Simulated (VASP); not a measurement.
**Se: relaxation of cell and atoms with PBE**

The system is Se.

```
CELL_PARAMETERS angstrom
4.36620 0.00000 0.00000
-2.18310 3.78124 0.00000
0.00000 0.00000 4.95360
ATOMIC_POSITIONS crystal
Se 0.22540 0.00000 0.83333
Se 0.00000 0.22540 0.16667
Se 0.77460 0.77460 0.50000
```

```json
{
  "Program": "VASP 6.6.1",
  "Task": "relaxation of cell and atoms",
  "Functional": "PBE",
  "Potentials or basis": "VASP PAW PBE potentials, release 64 (Se)",
  "Cutoff": "600 eV",
  "k mesh": "6 × 6 × 4",
  "Occupations": "gaussian, width 0.05 eV",
  "Spin": "no spin polarisation",
  "Dipole correction": "no",
  "Further INCAR settings": "ALGO = Normal; EDIFF = 1e-06; IBRION = 2; EDIFFG = -0.03; NSW = 80; ISIF = 3"
}
```

```yaml
Relaxed_volume: 29.82 Å³/atom
Relaxed_cell: a = 4.526 Å, b = 4.526 Å, c = 5.042 Å, α = 90.00°, β = 90.00°, γ = 120.00°
Space_group_after_relaxing_to_0.05_Å: P3_121 (No. 152)
Energy_gained_by_relaxing: 13.5 meV/atom
Ionic_steps: 14
Pressure_after_relaxing: 0.1 GPa
Largest_force_after_relaxing: 0.018 eV/Å
Band_gap_on_the_k_mesh: 1.03 eV, indirect (least direct gap 1.25 eV)
```

Forces on the atoms (eV/Å):
```
Se   0.018  0.000  0.000
Se  -0.009  0.015  0.000
Se  -0.009 -0.015  0.000
```

Step by step:
```
step  energy change (eV)  largest force (eV/Å)  pressure (GPa)  volume (Å³)
   1              0.0000                0.4344            2.91        81.78
   2             -0.0048                0.5175           -2.12        87.79
   3             -0.0352                0.0948            0.11        84.79
   4             -0.0352                0.0856            0.15        84.73
   5             -0.0365                0.0657            0.13        85.01
   6             -0.0380                0.0065            0.08        85.81
   7             -0.0385                0.0174            0.02        86.18
   8             -0.0393                0.0506           -0.18        87.29
   9             -0.0390                0.1139           -0.51        89.52
  10             -0.0395                0.0731           -0.32        88.14
  11             -0.0396                0.0698           -0.29        88.20
  12             -0.0400                0.0577           -0.25        88.38
  13             -0.0404                0.0337           -0.14        88.75
  14             -0.0406                0.0177            0.07        89.47
```

Final structure:
```
Se
1.0
     4.52649    0.00000    0.00000
    -2.26325    3.92006    0.00000
     0.00000    0.00000    5.04223
Se
3
Direct
  0.21876 0.00000 0.83333
  0.00000 0.21876 0.16667
  0.78124 0.78124 0.50000
```

Levels at points of the mesh, in eV from the valence-band top:
```tsv
k point	band 5	band 6	band 7	band 8	band 9	band 10	band 11	band 12	band 13
(0.00, 0.00, 0.00)	-3.73	-3.42	-1.85	-1.85	-0.31	1.93	1.93	2.30	5.88
(0.50, 0.00, 0.00)	-4.39	-3.08	-2.59	-1.70	-0.86	2.01	2.43	3.84	5.66
(0.00, 0.00, 0.50)	-3.23	-3.23	-1.32	-1.32	-0.95	1.35	1.38	1.38	6.52
(0.50, 0.00, 0.50)	-4.13	-3.95	-1.57	-1.12	0.00	1.55	2.64	2.93	6.34
```

Wall time 3.1 min on 1 thread of Intel(R) Xeon(R) Platinum 8259CL CPU @ 2.50GHz (Skylake/Cascade Lake) (shared host), peak memory 0.23 GiB.

A k mesh can miss the band edges.
